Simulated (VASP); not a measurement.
Fe, 2 atoms in the cell. It takes space group P6_3/mmc (No. 194, hexagonal). The conventional cell has a = 2.434 Å, b = 2.434 Å, c = 3.842 Å, α = 90.00°, β = 90.00°, γ = 120.00°. Around Fe (site symmetry -6m2) lie 12 Fe at 2.38 to 2.43 Å. This isn't the form of Fe at room conditions, which is bcc.

- Program: VASP 6.6.1
- Task: relaxation of cell and atoms
- Functional: PBEsol
- Potentials or basis: VASP PAW PBE potentials, release 64 (Fe)
- Cutoff: 600 eV
- k mesh: 10 × 10 × 6
- Occupations: fermi-dirac, width 0.05 eV
- Spin: collinear spin, ferromagnetic start
- Starting moments: [3.0, 3.0] μB
- Ladder: gaps
- Further INCAR settings: ALGO = Normal; EDIFF = 1e-07; IBRION = 2; EDIFFG = -0.005; NSW = 60; ISIF = 3

Potentials or basis: VASP PAW PBE potentials, release 64 (Fe).

Command:

```sh
$ cat potpaw_PBE.64/Fe/POTCAR > POTCAR
$ mpirun -np 1 vasp_std > vasp.out
```

Hardware: 1 thread of Intel(R) Xeon(R) Platinum 8259CL CPU @ 2.50GHz (Skylake/Cascade Lake) (shared host).

Problem. Estimate the wall time of this run.

Solution. Wall time 94 s on 1 thread of Intel(R) Xeon(R) Platinum 8259CL CPU @ 2.50GHz (Skylake/Cascade Lake), with other jobs on the host, peak memory 0.17 GiB. Counts: scf iterations 42, k points 56, ion steps 5.
